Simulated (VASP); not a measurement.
## VASP inputs for Ge (strained lonsdaleite (2H))

INCAR

```
LREAL = .FALSE.
PREC = Accurate
IBRION = -1
LASPH = .TRUE.
NELM = 120
GGA = PE
LCHARG = .FALSE.
NSW = 0
SIGMA = 0.02
LWAVE = .FALSE.
ISIF = 2
ENCUT = 520
EDIFF = 1E-7
NBANDS = 36
ISMEAR = -1
```

KPOINTS

```
KPOINTS created by Atomic Simulation Environment
0
Gamma
12 12 4
0 0 0
```

KPOINTS_OPT

```
special points
6
Reciprocal
0.0000000000 0.0000000000 0.0000000000 1
0.5000000000 0.0000000000 0.0000000000 1
0.3333333333 0.3333333333 0.0000000000 1
0.0000000000 0.0000000000 0.5000000000 1
0.5000000000 0.0000000000 0.5000000000 1
0.3333333333 0.3333333333 0.5000000000 1
```

POSCAR

```
Ge
 1.0000000000000000
     3.8377106026935981   -0.0000000000288675    0.0000000000000000
    -1.9188553013217990    3.3235548743199783    0.0000000000000000
     0.0000000000000000    0.0000000000000000    6.3291067346999998
 Ge
   4
Cartesian
  0.0000000000166667  2.2157032495370297  0.0040600172672679
  1.9188553013551324  1.1078516247540811  3.1686133846172675
  0.0000000000166667  2.2157032495370297  2.3693550082452322
  1.9188553013551324  1.1078516247540811  5.5339083755952316
```

VASP ran with the recommended PBE PAW datasets (56 valence electrons in the cell).

Question: Predict the results.

Answer: gap between bands v and c 0.10 eV; least direct gap 0.10 eV; pressure 14.7 GPa.

Band v is the last that the valence electrons fill when counted band by band, and c is the next. Levels in eV from the top of v:

```tsv
point	v−1	v	c	c+1
Γ	0.00	0.00	0.10	1.02
M	-3.47	-1.80	0.23	1.88
K	-4.18	-3.86	0.94	5.15
A	-1.15	-1.15	0.95	0.95
L	-2.94	-2.94	0.45	0.45
H	-2.48	-2.48	1.26	1.26
```
